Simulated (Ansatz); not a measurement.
# What a trial cell of Se relaxes into

Computed with DFT PBE, scalar-relativistic, plane waves, PAW in Ansatz. Cutoff 420 eV, Γ-centred k mesh, Gaussian smearing, no spin polarisation in the final step.

Se was placed on the beta-tin structure type (I4_1/amd, No. 141), at a guessed volume.

```xyz
2
Lattice="-2.9169 2.9169 1.5912 2.9169 -2.9169 1.5912 2.9169 2.9169 -1.5912" Properties=species:S:1:pos:R:3 pbc="T T T"
Se    0.0000    0.0000    0.0000
Se    0.0000    2.9169    0.7956
```

Cell and atoms relax at zero pressure; the relaxation can't lower the symmetry of the start. After a coarse first stage the cell is made exact in the group found at 0.06 Å.

Energies count from the standard state of Se at the same level.

Task: Which crystal results?

Result: It keeps I4_1/amd (No. 141), but not the shape of the type it started on. Conventional cell: a = 5.066 Å, c = 3.878 Å. Se has 4 Se at 2.71 Å.

```xyz
2
Lattice="-2.5330 2.5330 1.9391 2.5330 -2.5330 1.9391 2.5330 2.5330 -1.9391" Properties=species:S:1:pos:R:3 pbc="T T T"
Se    0.0000    0.0000    0.0000
Se    0.0000    2.5330    0.9696
```

Task: What are its volume, energy, density and gap?

Result: The volume per atom is 24.88 Å³, the density is 5.27 g/cm³ and the energy over the standard structure is 0.27 eV/atom. The gap on the 18×18×18 mesh is 0 eV (a metal).

The final run used a 18×18×18 mesh on its 2-atom cell and 0.10 eV smearing. The k mesh leaves about 4 meV/atom of noise in metals. A structure relaxed within its symmetry needn't be a true minimum.